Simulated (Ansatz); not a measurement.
**TiAl: one atom moved over a plane**

Aim: for TiAl, map the energy of atom 1 (Ti) over a plane.

Method: DFT PBEsol, scalar-relativistic, plane waves, PAW, in Ansatz 0.2.0.

## 1. Starting point

Symmetry: Pm-3m, No. 221, cubic system. Conventional cell: a = 3.179 Å, b = 3.179 Å, c = 3.179 Å, α = 90.00°, β = 90.00°, γ = 90.00°. Ti (site symmetry m-3m) is surrounded by 8 Al at 2.75 Å. Al (site symmetry m-3m) is surrounded by 8 Ti at 2.75 Å.

As a file:

```xyz
2
Lattice="3.1791 0.0000 0.0000 0.0000 3.1791 0.0000 0.0000 0.0000 3.1791" Properties=species:S:1:pos:R:3 pbc="T T T"
Ti    0.0000    0.0000    0.0000
Al    1.5895    1.5895    1.5895
```

It goes back to an entry of the Materials Project, which need not be the stable form.

No relaxation comes first: the listed cell is the starting point.

## 2. Zero of the scan

Contents of input.yaml:

```yaml
crystal:
  lattice:
    - [3.179064, 0.0, 0.0]
    - [0.0, 3.179064, 0.0]
    - [0.0, 0.0, 3.179064]
  atoms:
    - { symbol: Ti, position: [0.0, 0.0, 0.0] }
    - { symbol: Al, position: [0.5, 0.5, 0.5] }
basis:
  ecutwfc: 420
kpoints:
  mp_grid: { grid: [16, 16, 16] }
hamiltonian:
  xc: pbesol
scf:
  occupations: { method: gaussian, width: 0.15 }
output:
  forces: true
  stress: true
  eigenvalues: true
```

Started as:

```bash
$ ansatz run input.yaml --threads 1 --pin off --max-ram 2560MiB --backend cpu --events-out ev --progress --plain --runs-dir out
```

## 3. Next: one atom moved over a plane

Atom 1 (Ti) is moved by p along (0.000, 1.000, 0.000) and q along (0.000, 0.000, 1.000) (Å), all else fixed; its images in the other cells move with it. Points alike by symmetry are run once.

## 4. At p = -0.600, q = -0.600

Edit input.yaml of step 2 so:

```diff
@@ -6,3 +6,3 @@
   atoms:
-    - { symbol: Ti, position: [0.0, 0.0, 0.0] }
+    - { symbol: Ti, position: [0.0, -0.1887347974, -0.1887347974] }
     - { symbol: Al, position: [0.5, 0.5, 0.5] }
```

## 5. p = -0.600, q = 0.000

Edit input.yaml of step 4 so:

```diff
@@ -6,3 +6,3 @@
   atoms:
-    - { symbol: Ti, position: [0.0, -0.1887347974, -0.1887347974] }
+    - { symbol: Ti, position: [0.0, -0.1887347974, 0.0] }
     - { symbol: Al, position: [0.5, 0.5, 0.5] }
```

## 6. p = -0.600, q = -0.300

Edit input.yaml of step 5 so:

```diff
@@ -6,3 +6,3 @@
   atoms:
-    - { symbol: Ti, position: [0.0, -0.1887347974, 0.0] }
+    - { symbol: Ti, position: [0.0, -0.1887347974, -0.0943673987] }
     - { symbol: Al, position: [0.5, 0.5, 0.5] }
```

## 7. At p = -0.300, q = 0.000

Edit input.yaml of step 6 so:

```diff
@@ -6,3 +6,3 @@
   atoms:
-    - { symbol: Ti, position: [0.0, -0.1887347974, -0.0943673987] }
+    - { symbol: Ti, position: [0.0, -0.0943673987, 0.0] }
     - { symbol: Al, position: [0.5, 0.5, 0.5] }
```

## 8. Point p = -0.300, q = -0.300

Edit input.yaml of step 7 so:

```diff
@@ -6,3 +6,3 @@
   atoms:
-    - { symbol: Ti, position: [0.0, -0.0943673987, 0.0] }
+    - { symbol: Ti, position: [0.0, -0.0943673987, -0.0943673987] }
     - { symbol: Al, position: [0.5, 0.5, 0.5] }
```

(Steps that only read results are left out.)

Q: Predict the outcome of this session. Wanted: highest point; lowest point away from the origin.

**Answer**, as computed:

| quantity | value |
| --- | --- |
| highest point | 2.987 eV/cell at (p, q) = (-0.600, -0.600) |
| lowest point away from the origin | 0.275 eV/cell at (-0.300, 0.000) |

**Reading.** No computed point lies below the origin. Read as harmonic, the points at ±0.300 Å give force constants of 6.12 eV/Å² along p and 6.12 eV/Å² along q, so the site is nearly isotropic in this plane.
